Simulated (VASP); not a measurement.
The system is MoS2.

```
CELL_PARAMETERS angstrom
3.16900 0.00000 0.00000
-1.58450 2.74443 0.00000
0.00000 0.00000 12.32400
ATOMIC_POSITIONS crystal
Mo 0.66667 0.33333 0.75000
Mo 0.33333 0.66667 0.25000
S 0.66667 0.33333 0.37700
S 0.33333 0.66667 0.87700
S 0.66667 0.33333 0.12300
S 0.33333 0.66667 0.62300
```

Base run:

```yaml
Program: VASP 6.6.1
Functional: r2SCAN
Potentials_or_basis: VASP PAW PBE potentials, release 64 (Mo_sv, S)
Cutoff: 520 eV
k_mesh: 10 × 10 × 4
Occupations: gaussian, width 0.02 eV
Spin: no spin polarisation
```

Its results: band gap on the k mesh 1.04 eV, indirect (least direct gap 1.99 eV).

Problem. The run is repeated on the same cell with these changes: functional from r2SCAN to TB-mBJ. What comes out?

Solution. Band gap on the k mesh 1.18 eV, indirect (least direct gap 1.88 eV).

A k mesh can miss the band edges.
